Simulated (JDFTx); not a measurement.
# CoO (Fm-3m) in JDFTx: further runs

The runs below take CoO through equation of state, band structure, with PBEsol.

All numbers are computed with JDFTx 1.7.0 (patched build); they aren't measurements. Logs are shortened: lines on timing, memory, paths and dates and some standing lists are left out, and cuts for length are marked. The log counts tension as positive stress, the text compression.

### 1 The structure

The structure is cubic, space group Fm-3m (No. 225). Conventional cell: a = 4.263 Å, b = 4.263 Å, c = 4.263 Å, α = 90.00°, β = 90.00°, γ = 90.00°. Around Co (site symmetry m-3m) lie 6 O at 2.13 Å. O (site symmetry m-3m) has 6 Co at 2.13 Å as nearest neighbours.

### 2 Equation of state, PBEsol, collinear spin, ferromagnetic start, 9.10 Å³/atom (volume scaled by 0.94)

CoO.in reads:

```
lattice Face-Centered Cubic 7.8914501520
coords-type Lattice
ion Co     0.0000000000     0.0000000000     0.0000000000 1
ion O      0.5000000000     0.5000000000     0.5000000000 1

ion-species pseudo/Co.upf
ion-species pseudo/O.upf
elec-cutoff 48 384
elec-ex-corr gga-PBEsol
kpoint-folding 11 11 11
elec-smearing Fermi 0.0018374661
elec-n-bands 19
spintype z-spin
initial-magnetic-moments Co 2
elec-initial-magnetization 2 no
electronic-SCF nIterations 100 energyDiffThreshold 1e-09
electronic-minimize nIterations 30 energyDiffThreshold 1e-7
forces-output-coords Cartesian

dump-name run.$VAR
dump End Ecomponents EigStats BandEigs Kpoints Forces Stress
```

Potentials or basis: PseudoDojo-SR-PBEsol-0.4.1-standard with smoothed tails.

Command:

```console
> jdftx -c 1 -i CoO.in -o CoO.out
```

What it wrote:

```text
*************** JDFTx 1.7.0 (patched build) ***************

[... 9 lines left out ...]
---------- Initializing the Grid ----------
R =
[            0      3.94573      3.94573  ]
[      3.94573            0      3.94573  ]
[      3.94573      3.94573            0  ]
unit cell volume = 122.86
G =
[  -0.796202   0.796202   0.796202  ]
[   0.796202  -0.796202   0.796202  ]
[   0.796202   0.796202  -0.796202  ]
Minimum fftbox size, Smin = [  52  52  52  ]
Chosen fftbox size, S = [  54  54  54  ]

---------- Initializing tighter grid for wavefunction operations ----------
R =
[            0      3.94573      3.94573  ]
[      3.94573            0      3.94573  ]
[      3.94573      3.94573            0  ]
unit cell volume = 122.86
G =
[  -0.796202   0.796202   0.796202  ]
[   0.796202  -0.796202   0.796202  ]
[   0.796202   0.796202  -0.796202  ]
Minimum fftbox size, Smin = [  36  36  36  ]
Chosen fftbox size, S = [  36  36  36  ]

---------- Exchange Correlation functional ----------
Initalized PBEsol GGA exchange.
Initalized PBEsol GGA correlation.

---------- Setting up pseudopotentials ----------
Width of ionic core gaussian charges (only for fluid interactions / plotting) set to 0

Reading pseudopotential file 'pseudo/Co.upf':
  'Co' pseudopotential, 'PBESOL' functional
  Generated using ONCVPSP code by D. R. Hamann
  17 valence electrons, 4 orbitals, 6 projectors, 1001 radial grid points, with lMax = 2
    3S    l: 0   occupation:  2.0   eigenvalue: -3.753490
    3P    l: 1   occupation:  6.0   eigenvalue: -2.407467
    3D    l: 2   occupation:  7.0   eigenvalue: -0.302441
    4S    l: 0   occupation:  2.0   eigenvalue: -0.201732
  Core radius for overlap checks: 1.60 bohrs.

Reading pseudopotential file 'pseudo/O.upf':
  'O' pseudopotential, 'PBESOL' functional
  Generated using ONCVPSP code by D. R. Hamann
  6 valence electrons, 2 orbitals, 5 projectors, 936 radial grid points, with lMax = 2
    2S    l: 0   occupation:  2.0   eigenvalue: -0.874950
    2P    l: 1   occupation:  4.0   eigenvalue: -0.329796
  Core radius for overlap checks: 1.39 bohrs.

Initialized 2 species with 2 total atoms.

Folded 1 k-points by 11x11x11 to 1331 k-points.

---------- Setting up k-points, bands, fillings ----------
Reduced to 56 k-points under symmetry.
Computing the number of bands and number of electrons
Calculating initial fillings.
nElectrons:  23.000000   nBands: 19   nStates: 112

----- Setting up reduced wavefunction bases (one per k-point) -----
average nbasis = 1951.380 , ideal nbasis = 1951.490

---------- Setting up ewald sum ----------
Optimum gaussian width for ewald sums = 1.792080 bohr.
Real space sum over 1331 unit cells with max indices [  5  5  5  ]
Reciprocal space sum over 2197 terms with max indices [  6  6  6  ]

---------- Allocating electronic variables ----------
Initializing wave functions:  linear combination of atomic orbitals
Note: number of bands (19) exceeds available atomic orbitals (14)
Co (M=2) pseudo-atom majority spin occupations:   s ( 1 0.5 )  p ( 3 )  d ( 5 )
Co (M=2) pseudo-atom minority spin occupations:   s ( 1 0 )  p ( 3 )  d ( 3.5 )
O pseudo-atom occupations:   s ( 2 )  p ( 4 )
	FillingsUpdate:  mu: +1.198943793  nElectrons: 23.000000  magneticMoment: [ Abs: 0.14730  Tot: +0.14643 ]
LCAOMinimize: Iter:   0  F: -149.7576996313595430  |grad|_K:  1.935e-02  alpha:  1.000e+00
	FillingsUpdate:  mu: +1.158443456  nElectrons: 23.000000  magneticMoment: [ Abs: 0.13329  Tot: +0.13329 ]
LCAOMinimize: Iter:   1  F: -155.0953631609662295  |grad|_K:  1.578e-02  alpha:  3.193e-01  linmin: -1.874e-01  cgtest:  5.163e-01
	FillingsUpdate:  mu: +0.612654816  nElectrons: 23.000000  magneticMoment: [ Abs: 2.01588  Tot: +2.01588 ]
[... 27 lines of inner loops ...]
LCAOMinimize: Iter:  12  F: -158.3367066581070617  |grad|_K:  5.440e-06  alpha:  2.761e-01  linmin: -9.267e-06  cgtest: -5.271e-04
	FillingsUpdate:  mu: +0.578798233  nElectrons: 23.000000  magneticMoment: [ Abs: 2.87179  Tot: +2.86246 ]
LCAOMinimize: Iter:  13  F: -158.3367071393990670  |grad|_K:  1.190e-06  alpha:  8.051e-01  linmin:  1.224e-03  cgtest: -5.066e-03
LCAOMinimize: Converged (|Delta F|<1.000000e-06 for 2 iters).

-------- Electronic minimization -----------
Will mix electronic density at each iteration.
	FillingsUpdate:  mu: +0.578798233  nElectrons: 23.000000  magneticMoment: [ Abs: 2.87179  Tot: +2.86246 ]
	FillingsUpdate:  mu: +0.576889726  nElectrons: 23.000000  magneticMoment: [ Abs: 2.87179  Tot: +2.86246 ]
SCF: Cycle:  0   F: -158.359941459333839   dF: -2.323e-02   |Residual|: 7.416e-02   |deigs|: 7.436e-02
	FillingsUpdate:  mu: +0.560796393  nElectrons: 23.000000  magneticMoment: [ Abs: 2.87489  Tot: +2.85992 ]
SCF: Cycle:  1   F: -158.362466206587897   dF: -2.525e-03   |Residual|: 1.896e-02   |deigs|: 1.650e-02
	FillingsUpdate:  mu: +0.562222001  nElectrons: 23.000000  magneticMoment: [ Abs: 2.85378  Tot: +2.83837 ]
SCF: Cycle:  2   F: -158.362568126339085   dF: -1.019e-04   |Residual|: 1.741e-02   |deigs|: 2.553e-03
	FillingsUpdate:  mu: +0.561537968  nElectrons: 23.000000  magneticMoment: [ Abs: 2.87518  Tot: +2.86027 ]
SCF: Cycle:  3   F: -158.362692294698519   dF: -1.242e-04   |Residual|: 5.233e-03   |deigs|: 1.084e-03
	FillingsUpdate:  mu: +0.561946869  nElectrons: 23.000000  magneticMoment: [ Abs: 2.88783  Tot: +2.87075 ]
SCF: Cycle:  4   F: -158.362697097283984   dF: -4.803e-06   |Residual|: 1.696e-03   |deigs|: 3.980e-04
	FillingsUpdate:  mu: +0.561948960  nElectrons: 23.000000  magneticMoment: [ Abs: 2.88848  Tot: +2.87137 ]
SCF: Cycle:  5   F: -158.362697099266597   dF: -1.983e-09   |Residual|: 1.001e-03   |deigs|: 1.358e-04
	FillingsUpdate:  mu: +0.561955992  nElectrons: 23.000000  magneticMoment: [ Abs: 2.88559  Tot: +2.86881 ]
SCF: Cycle:  6   F: -158.362697360596115   dF: -2.613e-07   |Residual|: 3.234e-04   |deigs|: 1.759e-03
	FillingsUpdate:  mu: +0.562004810  nElectrons: 23.000000  magneticMoment: [ Abs: 2.88499  Tot: +2.86819 ]
SCF: Cycle:  7   F: -158.362697386148426   dF: -2.555e-08   |Residual|: 1.148e-04   |deigs|: 7.734e-04
	FillingsUpdate:  mu: +0.561992061  nElectrons: 23.000000  magneticMoment: [ Abs: 2.88522  Tot: +2.86843 ]
SCF: Cycle:  8   F: -158.362697391466099   dF: -5.318e-09   |Residual|: 5.426e-05   |deigs|: 1.701e-04
	FillingsUpdate:  mu: +0.561989907  nElectrons: 23.000000  magneticMoment: [ Abs: 2.88514  Tot: +2.86836 ]
SCF: Cycle:  9   F: -158.362697391964957   dF: -4.989e-10   |Residual|: 1.666e-05   |deigs|: 8.917e-05
	FillingsUpdate:  mu: +0.561991706  nElectrons: 23.000000  magneticMoment: [ Abs: 2.88511  Tot: +2.86833 ]
SCF: Cycle: 10   F: -158.362697392095100   dF: -1.301e-10   |Residual|: 3.469e-06   |deigs|: 6.013e-05
SCF: Converged (|Delta E|<1.000000e-09 for 2 iters).

Setting wave functions to eigenvectors of Hamiltonian

# Stress tensor in Cartesian coordinates [Eh/a0^3]:
[  2.16601e-05            0            0  ]
[            0  2.16601e-05            0  ]
[            0            0  2.16601e-05  ]

# Ionic positions in lattice coordinates:
ion Co   0.000000000000000   0.000000000000000   0.000000000000000 1
ion O   0.500000000000000   0.500000000000000   0.500000000000000 1

# Forces in Cartesian coordinates:
force Co  -0.000000000000000   0.000000000000000   0.000000000000000 1
force O   0.000000000000000   0.000000000000000   0.000000000000000 1

# Energy components:
   Eewald =     -108.4962617524653581
       EH =       44.2803607749658283
     Eloc =     -130.4710361382330177
      Enl =      -21.8379238361361168
      Exc =      -31.9704072476340002
 Exc_core =       10.9079079821529543
       KE =       79.2257966273511585
-------------------------------------
     Etot =     -158.3615635899985818
       TS =        0.0011338020965276
-------------------------------------
        F =     -158.3626973920951002

IonicMinimize: Iter:   0  F: -158.362697392095100  |grad|_K:  7.839e-42
IonicMinimize: Converged (|grad|_K<1.000000e-04).

#--- Lowdin population analysis ---
# oxidation-state Co +1.087
# magnetic-moments Co +2.483
# oxidation-state O -0.961
# magnetic-moments O +0.392

Dumping 'run.eigStats' ...
	eMin: -2.981757 at state 0 ( [ +0.000000 +0.000000 +0.000000 ] spin 1 )
	HOMO: +0.561561 at state 83 ( [ +0.000000 +0.272727 -0.454545 ] spin -1 )
	mu  : +0.561992
	LUMO: +0.562071 at state 101 ( [ +0.090909 +0.272727 -0.181818 ] spin -1 )
	eMax: +1.643933 at state 86 ( [ +0.000000 +0.363636 +0.363636 ] spin -1 )
	HOMO-LUMO gap: +0.000510
	Optical gap  : +0.000676 at state 101 ( [ +0.090909 +0.272727 -0.181818 ] spin -1 )
Done!
```

Run time: 3.5 min. Hardware: 1 thread of Arm Neoverse V2, shared host; peak memory 0.21 GiB.

Results:

```yaml
Free_energy: -4309.2685 eV
Pressure: -0.6 GPa
Band_gap_on_the_k_mesh: none (metal or under the smearing width)
Net_moment: 2.87 μB per cell
Absolute_moment: 2.89 μB per cell
Site_moments: Co +2.48; O +0.39 μB
Loewdin_charges: Co +1.09; O -0.96 e
```

Caveat: a cell with one magnetic atom can't hold antiferromagnetic order, which such compounds often take; semilocal functionals often make such compounds metallic where correlation or magnetic order opens a gap, which also shifts bond lengths.

### 3 Equation of state, PBEsol, collinear spin, ferromagnetic start, 9.30 Å³/atom (volume scaled by 0.96)

Edit CoO.in of step 2 so:

```diff
@@ -1,2 +1,2 @@
-lattice Face-Centered Cubic 7.8914501520
+lattice Face-Centered Cubic 7.9470255758
 coords-type Lattice
@@ -20,2 +20,2 @@
 dump-name run.$VAR
-dump End Ecomponents EigStats BandEigs Kpoints Forces Stress
+dump End Ecomponents EigStats BandEigs Kpoints Forces Stress ElecDensity Dtot
```

Potentials or basis: PseudoDojo-SR-PBEsol-0.4.1-standard with smoothed tails.

Command:

```console
> jdftx -c 1 -i CoO.in -o CoO.out
```

It took 3.9 min on 1 thread of Arm Neoverse V2, shared host; peak memory 0.22 GiB.

Results (log left out):

```
Free energy            : -4309.2626 eV
Pressure               : -4.4 GPa
Band gap on the k mesh : none (metal or under the smearing width)
Net moment             : 2.92 μB per cell
Absolute moment        : 2.94 μB per cell
Site moments           : Co +2.52; O +0.41 μB
Loewdin charges        : Co +1.09; O -0.97 e
```

Caveat: a cell with one magnetic atom can't hold antiferromagnetic order, which such compounds often take; semilocal functionals often make such compounds metallic where correlation or magnetic order opens a gap, which also shifts bond lengths.

### 4 Equation of state, PBEsol, collinear spin, ferromagnetic start, 9.49 Å³/atom (volume scaled by 0.98)

Edit CoO.in of step 3 so:

```diff
@@ -1,2 +1,2 @@
-lattice Face-Centered Cubic 7.9470255758
+lattice Face-Centered Cubic 8.0018343805
 coords-type Lattice
```

Command:

```console
> jdftx -c 1 -i CoO.in -o CoO.out
```

Wall time 3.9 min (1 thread of Arm Neoverse V2, shared host); peak memory 0.22 GiB.

The run converged. Its results:

```
Free energy            : -4309.2479 eV
Pressure               : -7.8 GPa
Band gap on the k mesh : none (metal or under the smearing width)
Net moment             : 2.96 μB per cell
Absolute moment        : 2.98 μB per cell
Site moments           : Co +2.56; O +0.41 μB
Loewdin charges        : Co +1.10; O -0.97 e
```

Caveat: a cell with one magnetic atom can't hold antiferromagnetic order, which such compounds often take; semilocal functionals often make such compounds metallic where correlation or magnetic order opens a gap, which also shifts bond lengths.

### 5 Equation of state, PBEsol, collinear spin, ferromagnetic start, 9.68 Å³/atom

Edit CoO.in of step 4 so:

```diff
@@ -1,2 +1,2 @@
-lattice Face-Centered Cubic 8.0018343805
+lattice Face-Centered Cubic 8.0559024693
 coords-type Lattice
```

Command:

```console
> jdftx -c 1 -i CoO.in -o CoO.out
```

Wall time 4 min (1 thread of Arm Neoverse V2, shared host); peak memory 0.22 GiB.

Results (log left out):

```
Free energy            : -4309.2251 eV
Pressure               : -11.1 GPa
Band gap on the k mesh : none (metal or under the smearing width)
Net moment             : 2.98 μB per cell
Absolute moment        : 3.00 μB per cell
Site moments           : Co +2.57; O +0.42 μB
Loewdin charges        : Co +1.10; O -0.98 e
```

Caveat: a cell with one magnetic atom can't hold antiferromagnetic order, which such compounds often take; semilocal functionals often make such compounds metallic where correlation or magnetic order opens a gap, which also shifts bond lengths.

### 6 Equation of state, PBEsol, collinear spin, ferromagnetic start, 9.88 Å³/atom (volume scaled by 1.02)

Edit CoO.in of step 5 so:

```diff
@@ -1,2 +1,2 @@
-lattice Face-Centered Cubic 8.0559024693
+lattice Face-Centered Cubic 8.1092543715
 coords-type Lattice
```

Potentials or basis: PseudoDojo-SR-PBEsol-0.4.1-standard with smoothed tails.

Command:

```console
> jdftx -c 1 -i CoO.in -o CoO.out
```

Run time: 3.7 min. Hardware: 1 thread of Arm Neoverse V2, shared host; peak memory 0.23 GiB.

It converged, with:

```yaml
Free_energy: -4309.1947 eV
Pressure: -14.1 GPa
Band_gap_on_the_k_mesh: none (metal or under the smearing width)
Net_moment: 2.99 μB per cell
Absolute_moment: 3.01 μB per cell
Site_moments: Co +2.58; O +0.42 μB
Loewdin_charges: Co +1.11; O -0.98 e
```

Caveat: a cell with one magnetic atom can't hold antiferromagnetic order, which such compounds often take; semilocal functionals often make such compounds metallic where correlation or magnetic order opens a gap, which also shifts bond lengths.

### 7 Equation of state, PBEsol, collinear spin, ferromagnetic start, 10.07 Å³/atom (volume scaled by 1.04)

Edit CoO.in of step 6 so:

```diff
@@ -1,2 +1,2 @@
-lattice Face-Centered Cubic 8.1092543715
+lattice Face-Centered Cubic 8.1619133428
 coords-type Lattice
```

Command:

```console
> jdftx -c 1 -i CoO.in -o CoO.out
```

Run time: 4 min. Hardware: 1 thread of Arm Neoverse V2, shared host; peak memory 0.23 GiB.

It converged, with:

```yaml
Free_energy: -4309.1573 eV
Pressure: -16.8 GPa
Band_gap_on_the_k_mesh: none (metal or under the smearing width)
Net_moment: 3.00 μB per cell
Absolute_moment: 3.02 μB per cell
Site_moments: Co +2.59; O +0.41 μB
Loewdin_charges: Co +1.11; O -0.98 e
```

Caveat: a cell with one magnetic atom can't hold antiferromagnetic order, which such compounds often take; semilocal functionals often make such compounds metallic where correlation or magnetic order opens a gap, which also shifts bond lengths.

### 8 Equation of state, PBEsol, collinear spin, ferromagnetic start, 10.27 Å³/atom (volume scaled by 1.06)

Edit CoO.in of step 7 so:

```diff
@@ -1,2 +1,2 @@
-lattice Face-Centered Cubic 8.1619133428
+lattice Face-Centered Cubic 8.2139014539
 coords-type Lattice
```

Command:

```console
> jdftx -c 1 -i CoO.in -o CoO.out
```

Wall time 4.6 min (1 thread of Arm Neoverse V2, shared host); peak memory 0.24 GiB.

Results (log left out):

```yaml
Free_energy: -4309.1137 eV
Pressure: -19.3 GPa
Band_gap_on_the_k_mesh: none (metal or under the smearing width)
Net_moment: 3.00 μB per cell
Absolute_moment: 3.02 μB per cell
Site_moments: Co +2.59; O +0.41 μB
Loewdin_charges: Co +1.11; O -0.98 e
```

Caveat: a cell with one magnetic atom can't hold antiferromagnetic order, which such compounds often take; semilocal functionals often make such compounds metallic where correlation or magnetic order opens a gap, which also shifts bond lengths.

### 9 Equation of state, PBEsol, collinear spin, ferromagnetic start

Potentials or basis: PseudoDojo-SR-PBEsol-0.4.1-standard with smoothed tails.

This step only gathers the single runs of the series.

Results:

- Equilibrium volume: 9.08 Å³/atom (rough: see the caveat)
- Bulk modulus: 187 GPa (rough)

Energy against volume, from the lowest point:
```tsv
volume (Å³/atom)	energy (meV/atom)
9.103	0.00
9.297	2.98
9.490	10.31
9.684	21.72
9.878	36.92
10.071	55.60
10.265	77.39
```

Caveat: the minimum lies outside the volumes run; the fit is doubtful: noisy points or a state that changes with volume.

(Continued in part 2 of 2.)
